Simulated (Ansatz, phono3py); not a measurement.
**AlAs (F-43m): lattice thermal conductivity**

Aim: the lattice thermal conductivity of AlAs against temperature, and which phonons carry it.

Experimental results on record:
- thermal conductivity 98 W/m/K near room temperature (given in “Combining the AFLOW GIBBS and Elastic Libraries to efficiently and robustly screen thermo-mechanical properties of solids”, 2017, arXiv:1611.05714)

Main program and level: Ansatz 0.2.0; DFT LDA, scalar-relativistic, plane waves, PAW; PAW set soft_1.

Most raw output is cut from this account.

## 1. Set-up

It takes space group F-43m (No. 216, cubic). Conventional cell: a = 5.661 Å, b = 5.661 Å, c = 5.661 Å, α = 90.00°, β = 90.00°, γ = 90.00°. Nearest to Al lie 4 As at 2.45 Å. As has 4 Al at 2.45 Å nearest. Farther neighbours are not listed.

## 2. Probe on a coarse mesh

Before spending time, one coarse run tells the gap and the pressure of the starting cell.

The input, input.yaml:

```yaml
crystal:
  lattice:
    - [0.0, 2.8304, 2.8304]
    - [2.8304, 0.0, 2.8304]
    - [2.8304, 2.8304, 0.0]
  atoms:
    - { symbol: Al, position: [0.0, 0.0, 0.0] }
    - { symbol: As, position: [0.25, 0.25, 0.25] }
kpoints:
  mp_grid: { grid: [6, 6, 6] }
hamiltonian:
  xc: lda
  pseudopotentials: { kind: paw, azcp: { folder: soft_1 }, xc_functional: pbe }
scf:
  occupations: { method: gaussian, width: 0.1 }
  lower_state_search: "off"
output:
  forces: true
  stress: true
  eigenvalues: true
```

Command:

```sh
$ ansatz run input.yaml --threads 8 --pin off --max-ram 19456MiB --backend cpu --events-out ev --progress --plain --runs-dir out
```

Wall time 0.4 s (8 threads of Arm Neoverse V1, shared host); peak memory 0.3 GiB; 1.6 s of CPU time.

Numbers from this step:

| Item | Value |
| --- | --- |
| pressure | -1.222 GPa |
| gap on the k-mesh | 1.347 eV |
| volume per atom | 22.67 Å³/atom |

The start is under -1.2 GPa at this level and looks like an insulator or semiconductor on this mesh.

## 3. Relaxation

Phonons are second derivatives about a minimum, so cell and atoms are relaxed first, inside the symmetry of the start.

input.yaml, the sections that differ from step 2:

```yaml
kpoints:
  mp_grid: { grid: [8, 8, 8] }
scf:
  occupations: { method: gaussian, width: 0.02 }
  lower_state_search: "off"
relax:
  adjacent_minimum: "off"
  f_tol: 0.005
  max_steps: 80
  cell: { stress_tol: 0.05 }
# crystal, hamiltonian, output: as in step 2
```

The job ended after 1.6 s (8 threads; peak memory 0.36 GiB).

Relaxation path:

| step | energy less that of the first step (eV) | largest force component (eV/Å) | pressure (GPa) | volume (Å³) |
| --- | --- | --- | --- | --- |
| 1 | 0.0000 | 0.0000 | -1.23 | 45.35 |
| 2 | -0.0030 | 0.0000 | -0.17 | 44.69 |
| 3 | -0.0031 | 0.0000 | 0.00 | 44.59 |
| 4* | -0.0030 | 0.0000 | 0.00 | 44.59 |

Relaxation steps marked * repeat the geometry before them on a plane-wave basis chosen anew for their cell, so energy and pressure can jump there.

The run keeps the 24 symmetry operations that it works with, so distortions that break them were not tested.

| conventional cell, symmetrised | before | after | change |
| --- | --- | --- | --- |
| a (Å) | 5.661 | 5.629 | -0.6 % |
| b (Å) | 5.661 | 5.629 | -0.6 % |
| c (Å) | 5.661 | 5.629 | -0.6 % |
| volume (Å³/atom) | 22.67 | 22.29 | -1.7 % |

The relaxed structure:

```xyz
2
Lattice="0.0000 2.8144 2.8144 2.8144 0.0000 2.8144 2.8144 2.8144 0.0000" Properties=species:S:1:pos:R:3 pbc="T T T"
Al    0.0000    0.0000    0.0000
As    1.4072    1.4072    1.4072
```

This step gave:

* pressure: 0.001913 GPa
* gap on the k-mesh: 1.324 eV
* volume per atom: 22.29 Å³/atom

The relaxation ends with a pressure of 0.00 GPa.

## 4. Relaxing to small residual forces and stress

The thresholds are tightened for a last relaxation ahead of the phonons, and where mesh or smearing change with them the cell follows.

input.yaml, the sections that differ from step 3:

```yaml
crystal:
  lattice:
    - [0.0, 2.814436708, 2.814436708]
    - [2.814436708, 0.0, 2.814436708]
    - [2.814436708, 2.814436708, 0.0]
  atoms:
    - { symbol: Al, position: [0.0, 0.0, 0.0] }
    - { symbol: As, position: [0.25, 0.25, 0.25] }
kpoints:
  mp_grid: { grid: [9, 9, 9] }
scf:
  occupations: { method: fixed }
  lower_state_search: "off"
relax:
  adjacent_minimum: "off"
  f_tol: 0.001
  max_steps: 60
  cell: { stress_tol: 0.01 }
# hamiltonian, output: as in step 3
```

Wall time 1.1 s (8 threads); peak memory 0.35 GiB.

Little changed from the start: no atom moved by 0.005 Å and no cell edge by 0.1 %.

Numbers from this step:

* pressure: 0.002275 GPa
* gap on the k-mesh: 1.395 eV

The residual pressure is 0.0023 GPa, small enough for phonons.

## 5. An input with a fault

This input was changed on purpose, to see how the program answers.

input.yaml, the sections that differ from step 4:

```yaml
kpoints:
  mp_grid: { grid: [6, 6, 6] }
scf:
  occupations: { method: fixed }
  lower_state_search: "off"
  max_iter: 60
output:
  eigenvalues: true
phonons:
  supercell: [2, 2, 2]
  dielectric: false
  third_order: { supercell: [2, 2, 2], pair_cutoff: 1.0 }
  lattice_thermal_conductivity:
    qmesh: [9, 9, 9]
    temperatures: [300]
    isotope_mass_variance: [{ species: Al, variance: 0.0 }, { species: As, variance: 0.0 }]
# crystal, hamiltonian: as in step 4
# relax: removed
```

The job ended after 0.1 s (8 threads; peak memory 0.093 GiB).

The input was rejected at the start.

The program's message: “Error: invalid value for `phonons.third_order.pair_cutoff`: 1.0000 Å reaches no neighbour of site 0 of the crystal (counted from 0; the nearest site to it is 2.4374 Å away), so of that site only on-si …”

The fault put into the input: a pair cutoff that reaches no neighbour.

## 6. Anharmonic force constants and conductivity

The supercell must be wider than twice the pair cutoff, and the number of displaced cells grows with the pairs inside it, which is where the cost lies.

input.yaml, the sections that differ from step 5:

```yaml
scf:
  occupations: { method: fixed }
  lower_state_search: "off"
phonons:
  method: fd
  dielectric: true
  qmesh: [6, 6, 6]
  temperatures: { t_max: 1000, t_step: 50 }
  qpath:
    path:
      - [[0.0, 0.0, 0.0], [-0.5, -0.5, 0.0], [-0.375, -0.375, 0.25]]
      - [[-0.375, 0.0, 0.375], [0.0, 0.0, 0.0], [0.0, 0.0, 0.5], [-0.5, -0.25, 0.25], [-0.5, -0.5, 0.0]]
    npoints: 10
  third_order: { supercell: [3, 3, 3], pair_cutoff: 4.817 }
  lattice_thermal_conductivity:
    qmesh: [19, 19, 19]
    temperatures: [100.0, 150.0, 200.0, 300.0, 400.0, 500.0, 600.0, 800.0]
    isotope_mass_variance: [{ species: Al, variance: 0.0 }, { species: As, variance: 0.0 }]
# crystal, kpoints, hamiltonian, output: as in step 5
```

Run time: 57 min. Hardware: 8 threads; peak memory 12 GiB.

This step gave:

- Γ frequencies: 0, 0, 0, 358.6, 358.6, 358.6 cm⁻¹ (negative: imaginary)
- lowest frequency on the path: 0 cm⁻¹
- zero-point energy: 0.08799 eV/cell
- point group: -43m
- highest frequency: 395 cm⁻¹
- Debye temperature from the second moment: 491 K
- κ at 300 K (relaxation time): 88.13 W/m/K
- κ at 300 K (full solution): 87.6 W/m/K
- dipole term: run
- mean free path at half of κ: 299 nm
- share of κ above the three lowest branches: 0.038
- third-order blocks: 842
- periodic aliases dropped: 168
- largest relative sum-rule correction: 0.2664
- displaced cells, third order: 148

LO-TO term included. Phonon branches along the path, in cm⁻¹:

| point | branch 1 | branch 2 | branch 3 | branch 4 | branch 5 | branch 6 |
| --- | --- | --- | --- | --- | --- | --- |
| Γ | 0 | 0 | 0 | 359 | 359 | 395 |
| halfway | 83 | 83 | 148 | 337 | 337 | 393 |
| X | 95 | 95 | 212 | 331 | 331 | 390 |
| halfway | 94 | 112 | 208 | 332 | 333 | 378 |
| U | 94 | 135 | 200 | 332 | 333 | 362 |
| jump to K | 94 | 135 | 200 | 332 | 333 | 362 |
| halfway | 72 | 102 | 150 | 342 | 347 | 372 |
| Γ | 0 | 0 | 0 | 359 | 359 | 395 |
| halfway | 60 | 60 | 145 | 350 | 350 | 384 |
| L | 70 | 70 | 209 | 348 | 348 | 368 |
| halfway | 96 | 121 | 195 | 334 | 345 | 352 |
| W | 124 | 131 | 194 | 336 | 337 | 341 |
| halfway | 109 | 114 | 204 | 333 | 334 | 367 |
| X | 95 | 95 | 212 | 331 | 331 | 390 |

W/m/K. Kappa, by row:

| T (K) | RTA xx | RTA yy | RTA zz | full xx | full yy | full zz | coherence part xx | coherence part yy | coherence part zz | ending | iterations | least Ritz value |
| --- | --- | --- | --- | --- | --- | --- | --- | --- | --- | --- | --- | --- |
| 100 | 357.5 | 357.5 | 357.5 | 356.2 | 356.2 | 356.2 | 0.01954 | 0.01954 | 0.01954 | converged | 8 | 0.629 |
| 150 | 197.3 | 197.3 | 197.3 | 195.9 | 195.9 | 195.9 | 0.04061 | 0.04061 | 0.04061 | converged | 8 | 0.638 |
| 200 | 138.3 | 138.3 | 138.3 | 137.4 | 137.4 | 137.4 | 0.0591 | 0.0591 | 0.0591 | converged | 8 | 0.626 |
| 300 | 88.13 | 88.13 | 88.13 | 87.6 | 87.6 | 87.6 | 0.08255 | 0.08255 | 0.08255 | converged | 8 | 0.621 |
| 400 | 65.13 | 65.13 | 65.13 | 64.77 | 64.77 | 64.77 | 0.09247 | 0.09247 | 0.09247 | converged | 8 | 0.62 |
| 500 | 51.78 | 51.78 | 51.78 | 51.5 | 51.5 | 51.5 | 0.09539 | 0.09539 | 0.09539 | converged | 8 | 0.619 |
| 600 | 43.01 | 43.01 | 43.01 | 42.78 | 42.78 | 42.78 | 0.09526 | 0.09526 | 0.09526 | converged | 8 | 0.619 |
| 800 | 32.16 | 32.16 | 32.16 | 32 | 32 | 32 | 0.09248 | 0.09248 | 0.09248 | converged | 8 | 0.618 |

Table of lattice thermal conductivity by temperature:

| temperature (K) | RTA xx (W/m/K) | full xx (W/m/K) |
| --- | --- | --- |
| 100 | 358 | 356 |
| 150 | 197 | 196 |
| 200 | 138 | 137 |
| 300 | 88.1 | 87.6 |
| 400 | 65.1 | 64.8 |
| 500 | 51.8 | 51.5 |
| 600 | 43.0 | 42.8 |
| 800 | 32.2 | 32 |

Phonopy on the run's constants, 17x17x17 mesh, Gaussian sigma 3.0 cm⁻¹. Modes against wavenumber; read off at these points; values in 1/cm⁻¹/cell:

| wavenumber (cm⁻¹) | Al | As |
| --- | --- | --- |
| -10.0 | 0 | 0 |
| 0.0 | 2.0e-5 | 5.7e-5 |
| 10.0 | 8.9e-6 | 2.8e-5 |
| 20.0 | 1.3e-4 | 3.7e-4 |
| 30.0 | 1.4e-4 | 3.9e-4 |
| 40.0 | 5.7e-4 | 0.00161 |
| 50.0 | 9.9e-4 | 0.00279 |
| 60.0 | 0.00178 | 0.00505 |
| 70.0 | 0.00471 | 0.0136 |
| 80.0 | 0.00639 | 0.0185 |
| 90.0 | 0.0100 | 0.0288 |
| 94.7 | 0.0119 | 0.0339 |
| 100.0 | 0.00910 | 0.0258 |
| 110.0 | 0.00689 | 0.0196 |
| 120.0 | 0.00569 | 0.0165 |
| 130.0 | 0.00583 | 0.0179 |
| 140.0 | 0.00143 | 0.00490 |
| 150.0 | 6.2e-4 | 0.00306 |
| 160.0 | 7.8e-4 | 0.00448 |
| 170.0 | 9.7e-4 | 0.00684 |
| 180.0 | 0.00117 | 0.0113 |
| 190.0 | 0.00154 | 0.0299 |
| 194.0 | 0.00148 | 0.0387 |
| 200.0 | 6.6e-4 | 0.0212 |
| 210.0 | 5.3e-5 | 0.00389 |
| 220.0 | 0 | 2.0e-5 |
| 230.0 | 0 | 0 |
| 240.0 | 0 | 0 |
| 250.0 | 0 | 0 |
| 260.0 | 0 | 0 |
| 270.0 | 0 | 0 |
| 280.0 | 0 | 0 |
| 290.0 | 0 | 0 |
| 300.0 | 0 | 0 |
| 310.0 | 0 | 0 |
| 320.0 | 1.9e-5 | 0 |
| 330.0 | 0.0412 | 0.0121 |
| 336.3 | 0.0819 | 0.0252 |
| 340.0 | 0.0746 | 0.0229 |
| 350.0 | 0.0455 | 0.0130 |
| 360.0 | 0.0319 | 0.00447 |
| 370.0 | 0.0196 | 0.00222 |
| 380.0 | 0.0143 | 0.00211 |
| 390.0 | 0.00966 | 0.00204 |
| 400.0 | 4.1e-4 | 1.3e-4 |
| 410.0 | 0 | 0 |

Distinct triplets, nearest first. Third order norms, by row:

| sites | side 1 (Å) | side 2 (Å) | side 3 (Å) | norm of the 27 components (eV/Å³) |
| --- | --- | --- | --- | --- |
| Al-Al-Al | 0 | 0 | 0 | 62.41 |
| As-As-As | 0 | 0 | 0 | 67.98 |
| Al-As-As | 0 | 2.44 | 2.44 | 26.7 |
| Al-As-Al | 0 | 2.44 | 2.44 | 26.64 |
| Al-Al-As | 2.44 | 2.44 | 3.98 | 0.673 |
| Al-As-As | 2.44 | 2.44 | 3.98 | 0.355 |
| Al-Al-Al | 0 | 3.98 | 3.98 | 0.638 |
| Al-Al-Al | 3.98 | 3.98 | 3.98 | 0.197 |
| Al-Al-Al | 3.98 | 3.98 | 3.98 | 0.06 |
| As-As-As | 0 | 3.98 | 3.98 | 0.627 |
| As-As-As | 3.98 | 3.98 | 3.98 | 0.087 |
| As-As-As | 3.98 | 3.98 | 3.98 | 0.132 |
| Al-As-Al | 2.44 | 3.98 | 4.67 | 0.13 |
| Al-As-As | 2.44 | 3.98 | 4.67 | 0.177 |
| Al-As-As | 0 | 4.67 | 4.67 | 0.203 |
| Al-As-As | 3.98 | 4.67 | 4.67 | 0.017 |
| Al-As-As | 3.98 | 4.67 | 4.67 | 0.032 |
| Al-As-Al | 3.98 | 4.67 | 4.67 | 0.025 |
| Al-As-Al | 3.98 | 4.67 | 4.67 | 0.015 |
| Al-As-Al | 0 | 4.67 | 4.67 | 0.232 |

Born charge (rows field, columns displacement) (e), principal values of the symmetric part by kind of site:

| atom | atoms with these values | low | middle | high | mean |
| --- | --- | --- | --- | --- | --- |
| Al1 | 1 | 2.15 | 2.15 | 2.15 | 2.15 |
| As2 | 1 | -2.15 | -2.15 | -2.15 | -2.15 |

In full for As2:

```
-2.15  0.00  0.00
 0.00 -2.15  0.00
 0.00  0.00 -2.15
```

RTA, 300 K. Kappa by branch, by row:

| branch (by rank) | mean frequency (THz) | mean rms speed (km/s) | median lifetime (ps) | share of kappa |
| --- | --- | --- | --- | --- |
| 1 | 2.62 | 1.53 | 48.4 | 0.264 |
| 2 | 3.2 | 2.12 | 47.3 | 0.414 |
| 3 | 5.35 | 1.99 | 6.34 | 0.283 |
| 4 | 10.13 | 0.51 | 20.9 | 0.007 |
| 5 | 10.25 | 0.58 | 24.7 | 0.01 |
| 6 | 11.01 | 1.26 | 10.6 | 0.021 |

Table of spectral kappa at 300 K by frequency; read off at these points; values in W/m/K/THz:

| frequency (THz) | relaxation time (W/m/K/THz) | full solution (W/m/K/THz) |
| --- | --- | --- |
| 0.10 | 0 | 0 |
| 0.70 | 7.87 | 7.86 |
| 1.10 | 31.1 | 31.3 |
| 1.30 | 21.3 | 21.4 |
| 1.50 | 35.2 | 35.6 |
| 1.70 | 28.2 | 28.1 |
| 2.30 | 30.3 | 29.3 |
| 2.70 | 28.5 | 27.9 |
| 2.90 | 19.6 | 19.4 |
| 3.50 | 31.9 | 32.1 |
| 4.10 | 6.36 | 6.45 |
| 4.50 | 1.47 | 1.58 |
| 5.10 | 1.00 | 0.955 |
| 5.70 | 1.18 | 0.355 |
| 6.30 | 0.0226 | 0.0133 |
| 6.90 | 0 | 0 |
| 7.50 | 0 | 0 |
| 7.90 | 0 | 0 |
| 8.50 | 0 | 0 |
| 9.10 | 0 | 0 |
| 9.70 | 0 | 0 |
| 10.30 | 4.70 | 4.87 |
| 10.70 | 2.28 | 2.37 |
| 11.30 | 0.668 | 0.720 |
| 11.90 | 0.00110 | 0.00304 |

Relaxation-time solution. Share of κ carried by shorter paths against mean free path:

| mean free path (nm) | 100 K | 300 K | 800 K |
| --- | --- | --- | --- |
| 1.47 | 0 | 0 | 0.001 |
| 2.15 | 0 | 0 | 0.003 |
| 3.16 | 0 | 0 | 0.007 |
| 4.64 | 0 | 0.001 | 0.014 |
| 6.81 | 0 | 0.003 | 0.028 |
| 10 | 0 | 0.008 | 0.047 |
| 14.7 | 0 | 0.017 | 0.07 |
| 21.5 | 0.001 | 0.031 | 0.103 |
| 31.6 | 0.003 | 0.049 | 0.195 |
| 46.4 | 0.005 | 0.072 | 0.301 |
| 68.1 | 0.008 | 0.115 | 0.431 |
| 100 | 0.012 | 0.215 | 0.502 |
| 147 | 0.018 | 0.328 | 0.614 |
| 215 | 0.037 | 0.446 | 0.735 |
| 316 | 0.099 | 0.515 | 0.831 |
| 464 | 0.187 | 0.629 | 0.905 |
| 681 | 0.297 | 0.747 | 0.918 |
| 1000 | 0.356 | 0.839 | 1 |
| 1470 | 0.454 | 0.897 | 1 |
| 2150 | 0.535 | 0.919 | 1 |
| 3160 | 0.6 | 1 | 1 |
| 4640 | 0.681 | 1 | 1 |
| 6810 | 0.705 | 1 | 1 |
| 10000 | 0.802 | 1 | 1 |
| 14700 | 0.892 | 1 | 1 |
| 21500 | 0.916 | 1 | 1 |
| 31600 | 0.928 | 1 | 1 |
| 46400 | 1 | 1 | 1 |

300 K; a sample spread over frequency. Mode lifetimes, by row, the first 40 of 90 rows:

| q1 | q2 | q3 | branch | frequency (THz) | rms speed (km/s) | three-phonon rate (1/ps) | isotope rate (1/ps) | lifetime (ps) | mean free path (nm) |
| --- | --- | --- | --- | --- | --- | --- | --- | --- | --- |
| 0 | 0 | 0.0526 | 1 | 0.469 | 3.17 | 0.00135 | 0 | 739 | 2340 |
| 0 | 0.1053 | 0.1053 | 1 | 1.29 | 3.2 | 0.00285 | 0 | 351 | 1120 |
| 0 | 0 | 0.2105 | 2 | 1.624 | 1.78 | 0.00515 | 0 | 194 | 346 |
| 0.0526 | 0.1053 | 0.2105 | 2 | 1.872 | 3.33 | 0.00617 | 0 | 162 | 540 |
| 0.0526 | 0.1579 | 0.2632 | 1 | 2.01 | 2.58 | 0.0085 | 0 | 118 | 304 |
| 0 | 0.0526 | -0.2632 | 2 | 2.096 | 2.46 | 0.0111 | 0 | 90.4 | 222 |
| 0.0526 | 0.1579 | -0.2105 | 1 | 2.185 | 1.88 | 0.0109 | 0 | 92.2 | 173 |
| 0 | 0.2105 | 0.2105 | 1 | 2.26 | 1.85 | 0.0128 | 0 | 78.1 | 144 |
| 0 | 0.1579 | 0.3158 | 1 | 2.325 | 1.4 | 0.0157 | 0 | 63.8 | 89.5 |
| 0 | 0.1579 | 0.2632 | 2 | 2.422 | 2.47 | 0.012 | 0 | 83.2 | 206 |
| 0.0526 | 0.1053 | 0.4211 | 2 | 2.502 | 3.02 | 0.0196 | 0 | 51 | 154 |
| 0 | 0.2105 | 0.4211 | 1 | 2.585 | 1.04 | 0.0229 | 0 | 43.6 | 45.4 |
| 0.0526 | 0.2105 | -0.4737 | 1 | 2.638 | 1.6 | 0.0231 | 0 | 43.3 | 69.3 |
| 0 | 0.1579 | -0.1579 | 2 | 2.688 | 2.6 | 0.0168 | 0 | 59.6 | 155 |
| 0.0526 | 0.1579 | 0.3684 | 2 | 2.746 | 2.73 | 0.0188 | 0 | 53.1 | 145 |
| 0.0526 | 0.3158 | 0.3684 | 2 | 2.792 | 1.27 | 0.0277 | 0 | 36.1 | 45.7 |
| 0 | 0.3684 | -0.4211 | 1 | 2.826 | 0.04 | 0.0294 | 0 | 34 | 1.19 |
| 0.0526 | 0.3158 | -0.3684 | 1 | 2.878 | 1.34 | 0.0268 | 0 | 37.3 | 49.8 |
| 0.0526 | 0.2632 | 0.3684 | 2 | 2.91 | 1.99 | 0.0257 | 0 | 38.8 | 77.3 |
| 0.0526 | 0.2105 | 0.3684 | 2 | 2.945 | 2.03 | 0.0204 | 0 | 49 | 99.5 |
| 0.1053 | 0.3158 | -0.3158 | 1 | 3.034 | 1.86 | 0.0259 | 0 | 38.6 | 71.9 |
| 0.1053 | 0.4211 | -0.4737 | 1 | 3.116 | 1.34 | 0.0317 | 0 | 31.5 | 42.3 |
| 0.0526 | 0.2105 | 0.4211 | 2 | 3.181 | 2.13 | 0.0203 | 0 | 49.4 | 105 |
| 0 | 0.1579 | -0.4737 | 2 | 3.246 | 3.26 | 0.0228 | 0 | 43.9 | 143 |
| 0 | 0.2105 | 0.4211 | 2 | 3.353 | 1.89 | 0.0175 | 0 | 57.1 | 108 |
| 0.1579 | 0.4737 | -0.3158 | 1 | 3.47 | 1.99 | 0.0252 | 0 | 39.7 | 79.1 |
| 0.1579 | 0.3684 | -0.4737 | 2 | 3.548 | 1.96 | 0.0241 | 0 | 41.4 | 81.2 |
| 0.1053 | 0.3158 | -0.4737 | 2 | 3.642 | 1.53 | 0.0193 | 0 | 51.9 | 79.4 |
| 0 | 0 | 0.2105 | 3 | 3.775 | 5 | 0.0131 | 0 | 76.6 | 383 |
| 0.1579 | 0.3684 | -0.2105 | 2 | 3.863 | 1.49 | 0.0243 | 0 | 41.1 | 61.2 |
| 0 | 0.2632 | -0.4211 | 2 | 3.978 | 1.3 | 0.0285 | 0 | 35.1 | 45.6 |
| 0.0526 | 0.3684 | -0.3684 | 2 | 4.052 | 1.03 | 0.0384 | 0 | 26.1 | 26.9 |
| 0.0526 | 0.1579 | 0.3158 | 3 | 4.321 | 3.72 | 0.0767 | 0 | 13 | 48.5 |
| 0 | 0.0526 | -0.2632 | 3 | 4.753 | 4.15 | 0.144 | 0 | 6.95 | 28.9 |
| 0.0526 | 0.1053 | 0.3684 | 3 | 5.122 | 3.52 | 0.173 | 0 | 5.77 | 20.3 |
| 0.1053 | 0.2632 | 0.4737 | 3 | 5.347 | 1.9 | 0.18 | 0 | 5.56 | 10.5 |
| 0.1053 | 0.2632 | -0.2632 | 3 | 5.506 | 1.65 | 0.198 | 0 | 5.06 | 8.34 |
| 0.0526 | 0.1579 | -0.3158 | 3 | 5.634 | 2.32 | 0.267 | 0 | 3.75 | 8.7 |
| 0.1579 | 0.3684 | -0.2632 | 3 | 5.734 | 0.63 | 0.164 | 0 | 6.09 | 3.82 |
| 0 | 0.2632 | -0.3684 | 3 | 5.785 | 0.71 | 0.18 | 0 | 5.56 | 3.96 |

Without the LO-TO term. Gamma linewidths, by row:

| branch | frequency (cm⁻¹) | three-phonon rate (1/ps) | isotope rate (1/ps) | FWHM (cm⁻¹) |
| --- | --- | --- | --- | --- |
| 4 | 358.6 | 0.0808 | 0 | 0.429 |
| 5 | 358.6 | 0.0808 | 0 | 0.429 |
| 6 | 358.6 | 0.0808 | 0 | 0.429 |

W/m/K, third of the trace; RTA populations with a boundary rate v/L added to each mode (Matthiessen's rule). Kappa by grain size, by row:

| T (K) | bulk | 10 nm | 30 nm | 100 nm | 300 nm | 1000 nm | 10000 nm | 100000 nm |
| --- | --- | --- | --- | --- | --- | --- | --- | --- |
| 100 | 357.5 | 4.57 | 12.43 | 33.75 | 72.57 | 135.9 | 265.9 | 339 |
| 300 | 88.05 | 5.726 | 13.15 | 27.52 | 44.93 | 63.58 | 83.53 | 87.54 |
| 600 | 42.91 | 5.13 | 10.62 | 19.43 | 28.13 | 35.73 | 41.87 | 42.8 |

At 300 K the relaxation-time value is 88.1 W/(m K).

## 7. Outcome

| Property | Result |
| --- | --- |
| highest frequency | 395 cm⁻¹ |
| Debye temperature from the second moment | 491 K |
| κ at 300 K (relaxation time) | 88.13 W/m/K |
| κ at 300 K (full solution) | 87.6 W/m/K |
| mean free path at half of κ | 299 nm |
| share of κ above the three lowest branches | 0.038 |

**Reading.** The lattice of AlAs conducts 87.6 W/(m K) at 300 K by LDA (mean over directions, full solution). The full solution lies -1 % from the relaxation-time value at 300 K, so the relaxation-time approximation serves here. Above 300 K the relaxation-time κ falls as T^-1.03, near the 1/T law of three-phonon scattering. Grains of 100 nm would keep 31 % of the bulk value at 300 K, and grains of 1 µm 72 %. A measured thermal conductivity near room temperature is 98 W/m/K (arXiv:1611.05714); the calculated 87.6 W/m/K differs by -11 %. Missing scattering can't explain a value that is too low; the supercell, the cutoff, the meshes, the functional and the use of 0 K frequencies can. The sum rules changed one orbit of cubic constants by up to 27 %; by the manual a large change points to a short cutoff or, on a small and distant orbit, to noisy forces. The conductivities include the coherence part between close branches; the shares for grains, isotopes, branches and paths are of the relaxation-time populations alone. Cubic couplings among atoms farther apart than the pair cutoff are dropped, and neither the cutoff nor the q-mesh was shown to be converged here. The interpolation has no quadrupole term, so branches near the zone centre are less sure, since this crystal has sites that are not centres of inversion. The PAW files were made for PBE and are used here under another functional, for which the program regenerates the frozen cores.

[Logs are printed without paths, hosts, clocks, repeated set-up lines and the standing remarks that a program may print on its own settings, such as how far it seeks lower states.]

[Hosts, paths, dates, database ids (printed as entryN), source tags and the programs' standing remarks are cut or masked in the printed files.]

[A step with changed settings may run another functional than the one named; its input shows which.]
